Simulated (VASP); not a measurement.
# Pt (Fm-3m) in VASP: notebook

The runs below take Pt through phonons, optical spectrum, elastic constants, with LDA, PBE, r2SCAN.

All numbers are computed with VASP 6.6.1; they aren't measurements. Logs are shortened: lines on timing, memory, paths and dates and some standing lists are left out, and cuts for length are marked.

### 1 The structure

It takes space group Fm-3m (No. 225, cubic). Conventional cell: a = 3.897 Å, b = 3.897 Å, c = 3.897 Å, α = 90.00°, β = 90.00°, γ = 90.00°. Around Pt (site symmetry m-3m) lie 12 Pt at 2.76 Å.

### 2 Phonons, LDA

POSCAR

```
Pt
1.0
    0.0000000000      1.9483942416      1.9483942416
    1.9483942416      0.0000000000      1.9483942416
    1.9483942416      1.9483942416      0.0000000000
  Pt
     1
Direct
     0.0000000000000000    0.0000000000000000    0.0000000000000000
```

INCAR.step1

```
  PREC = Accurate
  ENCUT = 600
  EDIFF = 1E-8
  ISMEAR = 1
  SIGMA = 0.2
  LREAL = F
  LASPH = T
  NELM = 80
  ALGO = Normal
  ISIF = 3
  LWAVE = F
  LCHARG = F
  GGA = CA
  KPAR = 2
  IBRION = 2
  NSW = 40
  EDIFFG = -0.002
```

INCAR.step2

```
  PREC = Accurate
  ENCUT = 600
  EDIFF = 1E-8
  ISMEAR = 1
  SIGMA = 0.2
  LREAL = F
  LASPH = T
  NELM = 80
  ALGO = Normal
  ISIF = 2
  LWAVE = F
  LCHARG = F
  GGA = CA
  KPAR = 2
  IBRION = 6
  NFREE = 2
  POTIM = 0.015
  NSW = 1
```

KPOINTS

```
Automatic mesh
0
Gamma
  30 30 30
```

Potentials or basis: VASP PAW LDA potentials, release 64 (Pt).

Run with:

```console
> cat potpaw_LDA.64/Pt/POTCAR > POTCAR
> cp INCAR.step1 INCAR
> mpirun -np 2 vasp_std > vasp.out
> cp CONTCAR POSCAR
> cp INCAR.step2 INCAR
> mpirun -np 2 vasp_std > vasp.out
```

OUTCAR:

```text
PREC = Accurate
   ENCUT = 600
   EDIFF = 1E-8
   ISMEAR = 1
   LREAL = F
   LASPH = T
   NELM = 80
   ISIF = 2
   GGA = CA
   IBRION = 6
   NFREE = 2
   POTIM = 0.015
   NSW = 1

 ion  position               nearest neighbor table
   1  0.000  0.000  0.000-

  LATTYP: Found a face centered cubic cell.
 ALAT       =     3.8971115809

  Lattice vectors:

 A1 = (   0.0000000000,   1.9485557904,   1.9485557904)
 A2 = (   1.9485557904,   0.0000000000,   1.9485557904)
 A3 = (   1.9485557904,   1.9485557904,   0.0000000000)

Analysis of symmetry for initial positions (statically):
=====================================================================
 Subroutine PRICEL returns:
 Original cell was already a primitive cell.

 Routine SETGRP: Setting up the symmetry group for a
 face centered cubic supercell.

 Subroutine GETGRP returns: Found 48 space group operations
 (whereof 48 operations were pure point group operations)
 out of a pool of 48 trial point group operations.

The static configuration has the point symmetry O_h .

Analysis of symmetry for dynamics (positions and initial velocities):
=====================================================================
 Subroutine PRICEL returns:
 Original cell was already a primitive cell.

 Routine SETGRP: Setting up the symmetry group for a
 face centered cubic supercell.

 Subroutine GETGRP returns: Found 48 space group operations
 (whereof 48 operations were pure point group operations)
 out of a pool of 48 trial point group operations.

The dynamic configuration has the point symmetry O_h .

 Subroutine INISYM returns: Found 48 space group operations
 (whereof 48 operations are pure point group operations),
 and found     1 'primitive' translations

----------------------------------------------------------------------------------------

                                     Primitive cell

  volume of cell :      14.7968

  direct lattice vectors                    reciprocal lattice vectors
     0.000000000  1.948555790  1.948555790    -0.256600300  0.256600300  0.256600300
     1.948555790  0.000000000  1.948555790     0.256600300 -0.256600300  0.256600300
     1.948555790  1.948555790  0.000000000     0.256600300  0.256600300 -0.256600300

  length of vectors
     2.755674026  2.755674026  2.755674026     0.444444756  0.444444756  0.444444756

  position of ions in fractional coordinates (direct lattice)
     0.000000000  0.000000000  0.000000000

  ion indices of the primitive-cell ions
   primitive index   ion index
                 1           1

----------------------------------------------------------------------------------------

 KPOINTS: Automatic mesh

Automatic generation of k-mesh.
 Grid dimensions read from file:
 generate k-points for:   30   30   30

 Generating k-lattice:

  Cartesian coordinates                     Fractional coordinates (reciprocal lattice)
    -0.008553343  0.008553343  0.008553343     0.033333333  0.000000000  0.000000000
     0.008553343 -0.008553343  0.008553343     0.000000000  0.033333333  0.000000000
     0.008553343  0.008553343 -0.008553343     0.000000000  0.000000000  0.033333333

  Length of vectors
     0.014814825  0.014814825  0.014814825

  Shift w.r.t. Gamma in fractional coordinates (k-lattice)
     0.000000000  0.000000000  0.000000000

 Subroutine IBZKPT returns following result:
 ===========================================

 Found    752 irreducible k-points:

 Following reciprocal coordinates:
[... 38 lines left out ...]
   ISPIN  =      1    spin polarized calculation?
   LNONCOLLINEAR =      F non collinear calculations
   LSORBIT =      F    spin-orbit coupling
   LASPH  =      T    aspherical Exc in radial PAW
   ENCUT  =  600.0 eV  44.10 Ry    6.64 a.u.   5.50  5.50  5.50*2*pi/ulx,y,z
   NELM   =     80;   NELMIN=  2; NELMDL=  0     # of ELM steps
   EDIFF  = 0.1E-07   stopping-criterion for ELM
   LREAL  =      F    real-space projection
   EDIFFG = 0.1E-06   stopping-criterion for IOM
   NSW    =     49    number of steps for IOM
   IBRION =      6    ionic relax: 0-MD 1-quasi-New 2-CG
   NFREE  =      2    steps in history (QN), initial steepest desc. (CG)
   ISIF   =      2    stress and relaxation
   ISYM   =      2    0-nonsym 1-usesym 2-fastsym
   POTIM  = 0.0150    time-step for ionic-motion
   TEBEG  =    0.0;   TEEND  =   0.0 temperature during run
   PSTRESS=    0.0 pullay stress
   NELECT =      10.0000    total number of electrons
   NUPDOWN=      -1.0000    fix difference up-down
   EMIN   =  10.00;   EMAX   =-10.00  energy-range for DOS
   EFERMI =   0.00;   METHOD = LEGACY
   ISMEAR =     1;   SIGMA  =   0.20  broadening in eV -4-tet -1-fermi 0-gaus
   EFERMI_NEDOS =   21; number of points for ismear=-14 and -15
   IALGO  =     38    algorithm
   IMIX   =      4    mixing-type and parameters
     AMIX     =   0.40;   BMIX     =  1.00
     AMIX_MAG =   1.60;   BMIX_MAG =  1.00
  volume/ion in A,a.u.               =      14.80        99.85
  Fermi-wavevector in a.u.,A,eV,Ry     =   1.436653  2.714881 28.082055  2.063973
  Thomas-Fermi vector in A             =   2.555818
   LORBIT       =      0    0 simple, 1 ext, 2 COOP (PROOUT), +10 PAW based schemes
   GGA     = CA    functional components
   LHFCALC =     F    Hartree Fock is set to
   AEXX    =    0.0000 exact exchange contribution
   IVDW    =     0    specifies the selected vdW correction
   LEPSILON=     F    determine dielectric tensor
   LRPA    =     F    only Hartree local field effects (RPA)
 finite differences with symmetry
 non-spin polarized calculation
 Methfessel and Paxton  Order N= 1 SIGMA  =   0.20
  energy-cutoff  :      600.00
  volume of cell :       14.80
 maximum number of plane-waves:       531
 NGX is ok and might be reduce to    24
   NGX = 11   NGY = 11   NGZ = 11

--------------------------------------- Ionic step        1  -------------------------------------------

 number of electron      10.0000000 magnetization

 number of electron       9.9999999 magnetization

 Free energy of the ion-electron system (eV)
  ---------------------------------------------------
  ext. energy  EPLUGINS =         0.00000000
  ---------------------------------------------------
  free energy    TOTEN  =        -7.50642224 eV

  energy without entropy =       -7.50407049  energy(sigma->0) =       -7.50563832

------------------------ aborting loop because EDIFF is reached ----------------------------------------

  FORCE on cell =-STRESS in cart. coord.  units (eV):
  Direction    XX          YY          ZZ          XY          YZ          ZX
  --------------------------------------------------------------------------------------
  -------------------------------------------------------------------------------------
  Total        0.0000583      0.0000583      0.0000583     -0.0000000      0.0000000      0.0000000
  in kB        0.0063135      0.0063135      0.0063135     -0.0000000      0.0000000      0.0000000
  external PRESSURE =       0.0063135 kB  Pullay stress =       0.0000000 kB
[... 57 lines left out ...]
--------------------------------------- Ionic step        3  -------------------------------------------

 number of electron      10.0000000 magnetization

 Free energy of the ion-electron system (eV)
  ---------------------------------------------------
  ext. energy  EPLUGINS =         0.00000000
  ---------------------------------------------------
  free energy    TOTEN  =        -7.50642217 eV

  energy without entropy =       -7.50407043  energy(sigma->0) =       -7.50563825

 E-fermi :  11.5108     XC(G=0): -13.7979

 val. band max:       11.5094416332   @ k =   0.5000   0.3333   0.0667
 cond. band min:      11.5110829828   @ k =  -0.3667   0.4000   0.2000
 fundamental gap:      0.0016413496
 Fermi energy:        11.5108438224

 k-point     1 :       0.0000    0.0000    0.0000
  band No.  band energies     occupation
      1       1.0527      2.00000
      2       7.5753      2.00000
      3       7.5753      2.00000
      4       7.5753      2.00000
      5       9.8386      2.00000
      6       9.8386      2.00000
      7      26.0783      0.00000
      8      31.1092      0.00000
      9      31.1092      0.00000
[... 265 lines left out ...]
 k-point    24 :       0.2667    0.0333    0.0000
  band No.  band energies     occupation
      1       3.2286      2.00000
      2       7.1901      2.00000
      3       7.9585      2.00000
      4       7.9949      2.00000
      5       9.8892      2.00000
      6      10.2327      2.00000
      7      24.7572      0.00000
      8      27.9416      0.00000
      9      33.4688      0.00000

 [... further k-points ...]
[... 5 lines left out ...]
  --------------------------------------------------------------------------------------
  -------------------------------------------------------------------------------------
  Total        0.0000731      0.0000731      0.0000731      0.0000000     -0.0000000      0.0000000
  in kB        0.0079169      0.0079169      0.0079169      0.0000000     -0.0000000      0.0000000
  external PRESSURE =       0.0079169 kB  Pullay stress =       0.0000000 kB
[... 16 lines left out ...]
  FREE ENERGIE OF THE ION-ELECTRON SYSTEM (eV)
  ---------------------------------------------------
  free  energy   TOTEN  =        -7.5064221662 eV

  energy  without entropy=       -7.5040704256  energy(sigma->0) =       -7.50563825

 INTERNAL STRAIN TENSORS FROM DISPLACED ATOMS
 ============================================

 INTERNAL STRAIN TENSOR FOR ION    1 for displacements in x,y,z  (eV/Angst):
          X           Y           Z          XY          YZ          ZX
  --------------------------------------------------------------------------------
  x     0.00000     0.00000     0.00000     0.00000     0.00000     0.00000
  y     0.00000     0.00000     0.00000     0.00000     0.00000     0.00000
  z     0.00000     0.00000     0.00000     0.00000     0.00000     0.00000

 Eigenvectors and eigenvalues of the dynamical matrix
 ----------------------------------------------------

   1 f/i=    0.000000 THz     0.000000 2PiTHz    0.000000 cm-1     0.000000 meV
             X         Y         Z           dx          dy          dz
      0.000000  0.000000  0.000000     0.196116   -0.980581    0.000000

   2 f/i=    0.000000 THz     0.000000 2PiTHz    0.000000 cm-1     0.000000 meV
             X         Y         Z           dx          dy          dz
      0.000000  0.000000  0.000000    -0.980581   -0.196116    0.000000

   3 f/i=    0.000000 THz     0.000000 2PiTHz    0.000000 cm-1     0.000000 meV
             X         Y         Z           dx          dy          dz
      0.000000  0.000000  0.000000     0.000000    0.000000    1.000000

 ELASTIC MODULI CONTR FROM IONIC RELAXATION (kBar)
 Direction    XX          YY          ZZ          XY          YZ          ZX
 --------------------------------------------------------------------------------
 XX           0.0000      0.0000      0.0000      0.0000      0.0000      0.0000
 YY           0.0000      0.0000      0.0000      0.0000      0.0000      0.0000
 ZZ           0.0000      0.0000      0.0000      0.0000      0.0000      0.0000
 XY           0.0000      0.0000      0.0000      0.0000      0.0000      0.0000
 YZ           0.0000      0.0000      0.0000      0.0000      0.0000      0.0000
 ZX           0.0000      0.0000      0.0000      0.0000      0.0000      0.0000
 --------------------------------------------------------------------------------
```

Wall time 72 s (2 MPI ranks of Intel Xeon 6975P-C (Granite Rapids), shared host); peak memory 0.32 GiB.

The run has no spin-orbit coupling, so splittings on Pt are missing.

[end of part 1 of 3]
